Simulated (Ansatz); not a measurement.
# Ge (Fd-3m) in Ansatz: a series of runs

Runs on Ge. Level: revPBE+D3(BJ). Tasks: single point, equation of state.

All numbers are computed with Ansatz 0.2.0; they aren't measurements. Logs are shortened: lines on timing, memory, paths and dates and some standing lists are left out, and cuts for length are marked.

**The experiment to reproduce.**

“Sub-monolayer structures of Ag overlayers on Ge(111): experimental observations and first-principles study”, 2019, arxiv:1908.00180 quotes, for a bulk crystal of Ge: bulk modulus 75.8 GPa.

The runs below are set against these values where they give the same quantity.

## (1) The crystal as given

The structure is cubic, space group Fd-3m (No. 227). Conventional cell: a = 5.658 Å, b = 5.658 Å, c = 5.658 Å, α = 90.00°, β = 90.00°, γ = 90.00°. Ge (site symmetry -43m) is surrounded by 4 Ge at 2.45 Å.

## (2) Single point, revPBE+D3(BJ), 21.28 Å³/atom (volume scaled by 0.94)

input.yaml reads:

```yaml
crystal:
  lattice:
    - [0.0, 2.7711609388, 2.7711609388]
    - [2.7711609388, 0.0, 2.7711609388]
    - [2.7711609388, 2.7711609388, 0.0]
  atoms:
    - { symbol: Ge, position: [0.75, 0.75, 0.75] }
    - { symbol: Ge, position: [0.5, 0.5, 0.5] }
hamiltonian:
  xc: revpbe
  pseudopotentials: { kind: paw }
  dispersion: d3bj
kpoints:
  mp_grid: { grid: [8, 8, 8] }
scf:
  occupations: { method: fermi_dirac, width: 0.05 }
output:
  forces: true
  stress: true
  eigenvalues: true
  write_density: true
  write_potential: true
  elf: true
  volumetric_format: npy
```

Potentials or basis: Ansatz PAW.

On the command line:

```console
$ ansatz run input.yaml --threads 2 --pin off --max-ram 5120MiB --backend cpu --events-out ev --progress --plain --runs-dir out
```

What it wrote:

```text
Warning: RAYON_NUM_THREADS=2 ignored (pool sized by the plan → 2); use --threads N
Engine: ansatz 0.2.0, x86_64-unknown-linux-gnu
Pseudopotentials: kind: paw
Pseudopotential: Ge, paw, valence charge 14, recommended cutoff 420 eV (normal), Ge.paw.azcp
Functional definition: revPBE
  parameter kappa = 1.245
  parameter beta = 0.06672455060314922
  exchange = pbe_x(kappa = kappa, mu = beta*pi^2/3)
  correlation = pbe_c(beta = beta)
Crystal: 2 atoms, lattice volume = 42.561 Å³
Basis set: ecut = 420 eV, 869 PW (Γ), exchange–correlation on 54×54×54 points (8 copies of the dense FFT grid, shifted against one another)
Bands: 18, of which v1, the nominal top of the filled ones, is band 14 counted from 1 (13 counted from 0)
Symmetry: 48 space group operations
Space group: Fd-3m (ITA 227), of the structure as read, at distance tolerance 3.5e-5 Å
k-points: 29 of 512
Non-local potential: Ge, projectors of the file, l = 0: 2, l = 1: 2, l = 2: 3, l = 3: 1
PAW form: soft (Blöchl's): semilocal exchange-correlation on the pseudo side does not see the compensation charge
PAW frozen core: Ge, regenerated for the run's functional, and the local potential with it (the file was generated under x = pbe(κ = 0.804, μ = 0.2195149727645171), c = pbe(β = 0.06672455060314922))
PAW one-centre angular grid: Ge, 590 points (default); XC on 64 Gauss nodes
Initial density: superposition of atomic densities (neutral atoms: chi_scale 0, normalization atom), corrected by the library's trained network
Initial wavefunctions: pseudopotential atomic-orbital guess
Functional: x = revpbe(κ = 1.245, μ = 0.2195149727645171), c = pbe(β = 0.06672455060314922)
SCF iter   1: F=—  HF=-8599.163437 eV  |F-HF|=—  |Δ(HF+E_count)|=         —  Δρ=1.84e-3  dr2=4.23e-4  ethr=1.77e-3  ⟨swp⟩=6.0  Hψ=2470  notcnv=0
preconditioner: auto → none  [insulator: Δε(μ)=0.430 eV  Ē_g=23.773 eV  σ=0.050 eV  W_gap=0.97  n_scr=14 (ndim 8)  ℏωp=30.1 eV  f_vac=0.053  D(μ)=0.01/eV (n_scr^D=0)  ε∞_Penn≈2.6]
SCF iter   2: F=—  HF=-8599.162573 eV  |F-HF|=—  |Δ(HF+E_count)|=   8.64e-4  Δρ=6.76e-4  dr2=1.53e-4  ethr=1.51e-6  ⟨swp⟩=2.0  Hψ=1160  notcnv=0
SCF iter   3: F=—  HF=-8599.162487 eV  |F-HF|=—  |Δ(HF+E_count)|=   8.68e-5  Δρ=2.63e-4  dr2=1.89e-5  ethr=5.48e-7  ⟨swp⟩=2.0  Hψ=928  notcnv=0
SCF iter   4: F=—  HF=-8599.162512 eV  |F-HF|=—  |Δ(HF+E_count)|=   2.49e-5  Δρ=8.61e-5  dr2=1.36e-6  ethr=6.75e-8  ⟨swp⟩=2.0  Hψ=931  notcnv=0
iter 5 did not close the SCF: its close was put off for the readings that it lacked (scf_convergence_deferred on its scf_iter line)
SCF iter   5: F=-8599.162510 eV  HF=-8599.162510 eV  |F-HF|=6.01e-8  |Δ(HF+E_count)|=   1.27e-6  Δρ=1.60e-5  dr2=4.35e-8  ethr=4.84e-9  ⟨swp⟩=2.0  Hψ=929  notcnv=0
SCF iter   6: F=-8599.162510 eV  HF=-8599.162510 eV  |F-HF|=4.51e-10  |Δ(HF+E_count)|=   1.56e-8  Δρ=6.98e-7  dr2=6.83e-11  ethr=1.55e-10  ⟨swp⟩=5.0  Hψ=2903  notcnv=0
SCF 1 converged in 6 iterations: F = -8599.162510 eV  dr2 = 6.83e-11
SCF converged after 6 iterations
Free energy (F): -8599.162510 eV
Harris-Foulkes:  -8599.162510 eV  (|F-HF|=4.51e-10)
Internal energy: -8599.162393 eV  (E = F + TS)
E sigma→0 (E₀):  -8599.162452 eV
Entropy (-TS):   -0.000117 eV (-0.058 meV/atom)
Fermi energy:    9.709203 eV
--- Per-component energies (eV) ---
  E_band       = -275.275986
  E_kinetic    = 224.879490
  E_local      = -4850.704857  (includes V_loc(G=0)·N_el)
  E_nonlocal   = 837.509706
  E_hartree    = 2134.103588
  E_xc         = -152.229259
  E_vxc        = -130.366688  (∫ρ·V_xc dr)
  E_paw        = -4048.111881  (= ΣΔE_a)
  E_vpaw       = -624.801398  (= ΣTr[D̂ρ^β])
  E_aug_tail   = 0.000855  (compensation charges beyond the density's cutoff)
  E_ewald      = -2743.132721
  E_disp       = -1.216220  (pairwise vdW)
  E_core_change = -0.261096  (= ΣΔE_core)
  E_smearing   = -0.000117  (= −TS)
  E_closure    = 0.000000  (closes the sum)
  Σ components = -8599.162510   (vs F -8599.162510, Δ=0.00e0)
--- Forces (eV/Å), atoms counted from 1 ---
  atom   1  Ge    -0.00000000    -0.00000000     0.00000000
  atom   2  Ge    -0.00000000    -0.00000000     0.00000000
  max |Σ_I F_I| component: 4.16e-17 eV/Å
--- Stress (GPa, compression-positive) ---
        5.720129      -0.000000       0.000000
       -0.000000       5.720129      -0.000000
        0.000000       0.000000       5.720129
  P = ⅓ Tr σ = 5.7201 GPa (57.201 kbar)
--- Band table (eV; the first three rows and the last of 29) ---
  k-point 0: bands = ["-15.3846", "-15.3846", "-15.3846", "-15.3441", "-15.3441", "-15.0970", "-15.0970", "-15.0970", "-15.0774", "-15.0774", "-3.7355", "9.5080", "9.5080", "9.5080", "10.1931", "12.0818", "12.0818", "12.0818"]
  k-point 1: bands = ["-15.3944", "-15.3944", "-15.3818", "-15.3304", "-15.3304", "-15.1097", "-15.1097", "-15.1004", "-15.0667", "-15.0667", "-3.5337", "7.2379", "9.1429", "9.1429", "10.8829", "12.5650", "12.5650", "13.2426"]
  k-point 2: bands = ["-15.4061", "-15.4061", "-15.3748", "-15.3101", "-15.3101", "-15.1251", "-15.1251", "-15.1089", "-15.0553", "-15.0553", "-2.9462", "4.7159", "8.5563", "8.5563", "10.4440", "13.2187", "13.2187", "15.5680"]
  k-point 28: bands = ["-15.4404", "-15.4404", "-15.2758", "-15.2758", "-15.2173", "-15.2173", "-15.1789", "-15.1789", "-15.0167", "-15.0167", "0.5133", "0.5133", "5.3099", "5.3099", "14.1039", "14.1039", "14.2979", "14.2979"]
```

It took 3.4 s on 2 threads of Intel Xeon at 2.50GHz (Skylake/Cascade Lake), shared host; peak memory 0.33 GiB.

Results:

```yaml
Free_energy: -8599.1625 eV
Pressure: 5.7 GPa
Band_gap_on_the_k_mesh: 0.43 eV, indirect (least direct gap 0.69 eV)
```

Caveat: the PAW data sets come from PBE, with cores solved anew for the run's functional, which leaves a small shift of forces and pressure.

## (3) Single point, revPBE+D3(BJ), 21.73 Å³/atom (volume scaled by 0.96)

Edit input.yaml of step 2 so:

```diff
@@ -2,5 +2,5 @@
   lattice:
-    - [0.0, 2.7711609388, 2.7711609388]
-    - [2.7711609388, 0.0, 2.7711609388]
-    - [2.7711609388, 2.7711609388, 0.0]
+    - [0.0, 2.7906767997, 2.7906767997]
+    - [2.7906767997, 0.0, 2.7906767997]
+    - [2.7906767997, 2.7906767997, 0.0]
   atoms:
```

Potentials or basis: Ansatz PAW.

On the command line:

```console
$ ansatz run input.yaml --threads 2 --pin off --max-ram 5120MiB --backend cpu --events-out ev --progress --plain --runs-dir out
```

Wall time 3.2 s (2 threads of Intel Xeon at 2.50GHz (Skylake/Cascade Lake), shared host); peak memory 0.33 GiB.

The run converged. Its results:

```
Free energy            : -8599.1894 eV
Pressure               : 3.8 GPa
Band gap on the k mesh : 0.36 eV, indirect (least direct gap 0.49 eV)
```

Caveat: the PAW data sets come from PBE, with cores solved anew for the run's functional, which leaves a small shift of forces and pressure.

## (4) Single point, revPBE+D3(BJ), 22.19 Å³/atom (volume scaled by 0.98)

Edit input.yaml of step 3 so:

```diff
@@ -2,5 +2,5 @@
   lattice:
-    - [0.0, 2.7906767997, 2.7906767997]
-    - [2.7906767997, 0.0, 2.7906767997]
-    - [2.7906767997, 2.7906767997, 0.0]
+    - [0.0, 2.8099234548, 2.8099234548]
+    - [2.8099234548, 0.0, 2.8099234548]
+    - [2.8099234548, 2.8099234548, 0.0]
   atoms:
```

On the command line:

```console
$ ansatz run input.yaml --threads 2 --pin off --max-ram 5120MiB --backend cpu --events-out ev --progress --plain --runs-dir out
```

Run time: 3.4 s. Hardware: 2 threads of Intel Xeon at 2.50GHz (Skylake/Cascade Lake), shared host; peak memory 0.33 GiB.

Results (log left out):

* Free energy: -8599.2063 eV
* Pressure: 2.2 GPa
* Band gap on the k mesh: 0.29 eV, direct

Caveat: the PAW data sets come from PBE, with cores solved anew for the run's functional, which leaves a small shift of forces and pressure.

## (5) Single point, revPBE+D3(BJ), 22.64 Å³/atom

Edit input.yaml of step 4 so:

```diff
@@ -2,5 +2,5 @@
   lattice:
-    - [0.0, 2.8099234548, 2.8099234548]
-    - [2.8099234548, 0.0, 2.8099234548]
-    - [2.8099234548, 2.8099234548, 0.0]
+    - [0.0, 2.82891, 2.82891]
+    - [2.82891, 0.0, 2.82891]
+    - [2.82891, 2.82891, 0.0]
   atoms:
```

On the command line:

```console
$ ansatz run input.yaml --threads 2 --pin off --max-ram 5120MiB --backend cpu --events-out ev --progress --plain --runs-dir out
```

Wall time 4.3 s (2 threads of Intel Xeon at 2.50GHz (Skylake/Cascade Lake), shared host); peak memory 0.33 GiB.

The run converged. Its results:

```yaml
Free_energy: -8599.2144 eV
Pressure: 0.7 GPa
Band_gap_on_the_k_mesh: 0.11 eV, direct
```

Caveat: the PAW data sets come from PBE, with cores solved anew for the run's functional, which leaves a small shift of forces and pressure.

## (6) Single point, revPBE+D3(BJ), 23.09 Å³/atom (volume scaled by 1.02)

Edit input.yaml of step 5 so:

```diff
@@ -2,5 +2,5 @@
   lattice:
-    - [0.0, 2.82891, 2.82891]
-    - [2.82891, 0.0, 2.82891]
-    - [2.82891, 2.82891, 0.0]
+    - [0.0, 2.8476450493, 2.8476450493]
+    - [2.8476450493, 0.0, 2.8476450493]
+    - [2.8476450493, 2.8476450493, 0.0]
   atoms:
@@ -20,5 +20 @@
   eigenvalues: true
-  write_density: true
-  write_potential: true
-  elf: true
-  volumetric_format: npy
```

Potentials or basis: Ansatz PAW.

On the command line:

```console
$ ansatz run input.yaml --threads 2 --pin off --max-ram 5120MiB --backend cpu --events-out ev --progress --plain --runs-dir out
```

Run time: 2.8 s. Hardware: 2 threads of Intel Xeon at 2.50GHz (Skylake/Cascade Lake), shared host; peak memory 0.33 GiB.

Results (log left out):

| Quantity | Value |
| --- | --- |
| Free energy | -8599.2150 eV |
| Pressure | -0.5 GPa |
| Band gap on the k mesh | none (metal or under the smearing width) |

Caveat: pairwise dispersion overbinds metals, which lowers pressure and volume; the PAW data sets come from PBE, with cores solved anew for the run's functional, which leaves a small shift of forces and pressure.

## (7) Single point, revPBE+D3(BJ), 23.54 Å³/atom (volume scaled by 1.04)

Edit input.yaml of step 6 so:

```diff
@@ -2,5 +2,5 @@
   lattice:
-    - [0.0, 2.8476450493, 2.8476450493]
-    - [2.8476450493, 0.0, 2.8476450493]
-    - [2.8476450493, 2.8476450493, 0.0]
+    - [0.0, 2.8661367691, 2.8661367691]
+    - [2.8661367691, 0.0, 2.8661367691]
+    - [2.8661367691, 2.8661367691, 0.0]
   atoms:
```

On the command line:

```console
$ ansatz run input.yaml --threads 2 --pin off --max-ram 5120MiB --backend cpu --events-out ev --progress --plain --runs-dir out
```

Wall time 3.2 s (2 threads of Intel Xeon at 2.50GHz (Skylake/Cascade Lake), shared host); peak memory 0.33 GiB.

It converged, with:

* Free energy: -8599.2089 eV
* Pressure: -1.6 GPa
* Band gap on the k mesh: none (metal or under the smearing width)

Caveat: pairwise dispersion overbinds metals, which lowers pressure and volume; the PAW data sets come from PBE, with cores solved anew for the run's functional, which leaves a small shift of forces and pressure.

## (8) Single point, revPBE+D3(BJ), 24.00 Å³/atom (volume scaled by 1.06)

Edit input.yaml of step 7 so:

```diff
@@ -2,5 +2,5 @@
   lattice:
-    - [0.0, 2.8661367691, 2.8661367691]
-    - [2.8661367691, 0.0, 2.8661367691]
-    - [2.8661367691, 2.8661367691, 0.0]
+    - [0.0, 2.8843929095, 2.8843929095]
+    - [2.8843929095, 0.0, 2.8843929095]
+    - [2.8843929095, 2.8843929095, 0.0]
   atoms:
```

On the command line:

```console
$ ansatz run input.yaml --threads 2 --pin off --max-ram 5120MiB --backend cpu --events-out ev --progress --plain --runs-dir out
```

Wall time 3.2 s (2 threads of Intel Xeon at 2.50GHz (Skylake/Cascade Lake), shared host); peak memory 0.33 GiB.

The run converged. Its results:

```yaml
Free_energy: -8599.1968 eV
Pressure: -2.6 GPa
Band_gap_on_the_k_mesh: none (metal or under the smearing width)
```

Caveat: pairwise dispersion overbinds metals, which lowers pressure and volume; the PAW data sets come from PBE, with cores solved anew for the run's functional, which leaves a small shift of forces and pressure.

## (9) Equation of state, revPBE+D3(BJ)

Potentials or basis: Ansatz PAW.

This step only gathers the single runs of the series.

Results:

- Equilibrium volume: 22.90 Å³/atom
- Bulk modulus: 63 GPa
- Pressure derivative of the bulk modulus: 5.8

Energy against volume, from the lowest point:
```tsv
volume (Å³/atom)	energy (meV/atom)
21.281	26.24
21.733	12.79
22.186	4.35
22.639	0.29
23.092	0.00
23.545	3.06
23.997	9.08
```

Caveat: the potentials were made for another functional, which shifts forces and pressure.

## (10) Against experiment

Step 9. Against the measured bulk modulus of Ge, 75.8 GPa (quoted in “Sub-monolayer structures of Ag overlayers on Ge(111): experimental observations and first-principles study”, 2019, arxiv:1908.00180), the calculated 63 GPa is off by -16.5 %. The fit is for a static lattice scaled at fixed shape and fixed fractional positions. The cell as given is a measured one (22.64 Å³/atom); revPBE+D3(BJ) puts the equilibrium volume +1.1 % from it, thermal expansion not counted.
